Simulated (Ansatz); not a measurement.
# K8Ta8HO24: the cost of one run

Computed with Ansatz 0.2.0 (DFT PBE, scalar-relativistic, plane waves, PAW, unless a step's input says otherwise).

4 further runs of the same task are left out: 4 set aside as unsound or not needed.

### Step 1. The starting structure

It takes space group Pm-3m (No. 221, cubic). Conventional cell: a = 4.024 Å, b = 4.024 Å, c = 4.024 Å, α = 90.00°, β = 90.00°, γ = 90.00°. Around K (site symmetry m-3m) lie 12 O at 2.85 Å. Around Ta (site symmetry m-3m) lie 6 O at 2.01 Å. O (site symmetry 4/mmm) has 2 Ta at 2.01 Å and 4 K at 2.85 Å as nearest neighbours.

Coordinates:

```cif
data_structure
_symmetry_space_group_name_H-M 'P 1'
_symmetry_Int_Tables_number 1
_cell_length_a 4.0244
_cell_length_b 4.0244
_cell_length_c 4.0244
_cell_angle_alpha 90.000
_cell_angle_beta 90.000
_cell_angle_gamma 90.000
_cell_volume 65.18
loop_
_atom_site_label
_atom_site_type_symbol
_atom_site_fract_x
_atom_site_fract_y
_atom_site_fract_z
_atom_site_occupancy
K1 K 0.50000 0.50000 0.50000 1
Ta1 Ta 0.00000 0.00000 0.00000 1
O1 O 0.00000 0.50000 0.00000 1
O2 O 0.00000 0.00000 0.50000 1
O3 O 0.50000 0.00000 0.00000 1
```

It goes back to an entry of the Materials Project.

This cell was relaxed beforehand with the same method: volume 13.04 Å³/atom, gap on the mesh 2.16 eV.

The perfect supercell (rows 0 0 2; -2 0 0; 0 -2 0 in vectors of this cell) comes from an earlier run at this level (40 atoms, E(σ→0) -105426.0117 eV, gap 3.08 eV on its own mesh).

### Step 2. Making the defect

The extra atom is put at (0.250, 0.000, 0.750) of the supercell, the middle of a void of radius 2.01 Å. The other atoms start on their ideal sites. Its neighbours are 4 O at 2.01 Å, 2 K at 2.01 Å.

### Step 3. Relaxing the defect

File input.yaml:

```yaml
crystal:
  lattice:
    - [0.0, 0.0, 8.0487713843]
    - [-8.0487713843, 0.0, 0.0]
    - [0.0, -8.0487713843, 0.0]
  atoms:
    - { symbol: K, position: [0.25, 0.25, 0.25] }
    - { symbol: K, position: [0.75, 0.25, 0.25] }
    - { symbol: K, position: [0.25, 0.25, 0.75], spin: 0.143 }
    - { symbol: K, position: [0.75, 0.25, 0.75] }
    - { symbol: K, position: [0.25, 0.75, 0.25] }
    - { symbol: K, position: [0.75, 0.75, 0.25] }
    - { symbol: K, position: [0.25, 0.75, 0.75], spin: 0.143 }
    - { symbol: K, position: [0.75, 0.75, 0.75] }
    - { symbol: Ta, position: [0.5, 0.5, 0.0] }
    - { symbol: Ta, position: [0.0, 0.5, 0.0] }
    - { symbol: Ta, position: [0.5, 0.5, 0.5] }
    - { symbol: Ta, position: [0.0, 0.5, 0.5] }
    - { symbol: Ta, position: [0.5, 1.0, 0.0] }
    - { symbol: Ta, position: [0.0, 1.0, 0.0] }
    - { symbol: Ta, position: [0.5, 1.0, 0.5] }
    - { symbol: Ta, position: [0.0, 1.0, 0.5] }
    - { symbol: O, position: [0.5, 0.5, 0.25] }
    - { symbol: O, position: [0.0, 0.5, 0.25] }
    - { symbol: O, position: [0.5, 0.5, 0.75] }
    - { symbol: O, position: [0.0, 0.5, 0.75] }
    - { symbol: O, position: [0.5, 1.0, 0.25] }
    - { symbol: O, position: [0.0, 1.0, 0.25] }
    - { symbol: O, position: [0.5, 1.0, 0.75], spin: 0.143 }
    - { symbol: O, position: [0.0, 1.0, 0.75], spin: 0.143 }
    - { symbol: O, position: [0.25, 0.0, 0.0], spin: 0.143 }
    - { symbol: O, position: [0.75, 0.0, 0.0] }
    - { symbol: O, position: [0.25, 0.0, 0.5], spin: 0.143 }
    - { symbol: O, position: [0.75, 0.0, 0.5] }
    - { symbol: O, position: [0.25, 0.5, 0.0] }
    - { symbol: O, position: [0.75, 0.5, 0.0] }
    - { symbol: O, position: [0.25, 0.5, 0.5] }
    - { symbol: O, position: [0.75, 0.5, 0.5] }
    - { symbol: O, position: [0.5, 0.25, 0.5] }
    - { symbol: O, position: [0.0, 0.25, 0.5] }
    - { symbol: O, position: [0.5, 0.25, 1.0] }
    - { symbol: O, position: [0.0, 0.25, 1.0] }
    - { symbol: O, position: [0.5, 0.75, 0.5] }
    - { symbol: O, position: [0.0, 0.75, 0.5] }
    - { symbol: O, position: [0.5, 0.75, 1.0] }
    - { symbol: O, position: [0.0, 0.75, 1.0] }
    - { symbol: H, position: [0.25, 0.0, 0.75], spin: 0.143 }
  host:
    lattice:
      - [4.0243856921, 0.0, 0.0]
      - [0.0, 4.0243856921, 0.0]
      - [0.0, 0.0, 4.0243856921]
    atoms:
      - { symbol: K, position: [0.5, 0.5, 0.5] }
      - { symbol: Ta, position: [0.0, 0.0, 0.0] }
      - { symbol: O, position: [0.0, 0.5, 0.0] }
      - { symbol: O, position: [0.0, 0.0, 0.5] }
      - { symbol: O, position: [0.5, 0.0, 0.0] }
basis:
  ecutwfc: 420
  xc_grid: 2
kpoints:
  mp_grid: { grid: [2, 2, 2], shift: [0.5, 0.5, 0.5] }
hamiltonian:
  xc: pbe
scf:
  occupations: { method: gaussian, width: 0.01 }
output:
  forces: true
  stress: false
  eigenvalues: true
  populations: true
  charged_corrections: { defect_position: [0.25, 0.0, 0.75] }
  write_density: true
  write_potential: true
  elf: true
  volumetric_format: npy
magnetization:
  spin_polarized: true
relax:
  adjacent_minimum: "off"
  f_tol: 0.025
  max_steps: 45
```

Command:

```console
ansatz run input.yaml --threads 4 --pin off --max-ram 6144MiB --backend cpu --events-out ev --progress --plain --runs-dir out
```

**Question.** How long does this run take on 4 threads of Arm Neoverse V1, shared host, and how much memory does it need?

About 38 s, with a peak of 1.2 GiB.
